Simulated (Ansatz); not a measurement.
Runs of Ansatz 0.2.0 on TiSe. The structure is cubic, space group F-43m (No. 216). Conventional cell: a = 6.206 Å, b = 6.206 Å, c = 6.206 Å, α = 90.00°, β = 90.00°, γ = 90.00°. Ti (site symmetry -43m) is surrounded by 4 Se at 2.69 Å. Around Se (site symmetry -43m) lie 4 Ti at 2.69 Å. The cell comes from a database or a generator and needn't be the stable form of this composition.

```csv
task,level,cell,k mesh,cutoff (eV),target pressure (GPa),mesh quality,gap on the mesh (eV),pressure (GPa)
relaxation of cell and atoms,r2SCAN,relaxed to 10 GPa,8 × 8 × 8,500,10,not flagged,none,10.0
projected density of states,r2SCAN0,as given,4 × 4 × 4,500,-,coarse,none,-12.7
projected density of states,PBE0,as given,4 × 4 × 4,420,-,coarse,none,(a)
relaxation of cell and atoms,r2SCAN,relaxed to 30 GPa,8 × 8 × 8,500,30,not flagged,none,30.0
relaxation of cell and atoms,r2SCAN,relaxed to 20 GPa,8 × 8 × 8,500,20,not flagged,none,20.0
relaxation of cell and atoms,r2SCAN,relaxed,8 × 8 × 8,500,0,not flagged,none,0.0
projected density of states,r2SCAN,as given,4 × 4 × 4,500,-,coarse,none,-11.1
projected density of states,LDA,as given,4 × 4 × 4,420,-,coarse,none,-13.2
```

Alike in all rows: potentials or basis Ansatz PAW; no spin polarisation; smearing fermi-dirac 0.05 eV.

Q: Estimate the missing entries.

A: (a) -12.0.

Caveats: some runs use coarse meshes; the PAW data sets come from PBE, with cores solved anew for the run's functional, which leaves a small shift of forces and pressure; the plane-wave basis is chosen anew once the cell has moved, so the energies of steps on either side of that aren't comparable (some runs); the density of states is complete only up to the lowest level of the last band computed (some runs); the thresholds are loose for stress (some runs).

A k mesh can miss the band edges, and the runs leave out spin-orbit coupling on Se.

A gap of «none» marks a metal or a gap under the smearing width.
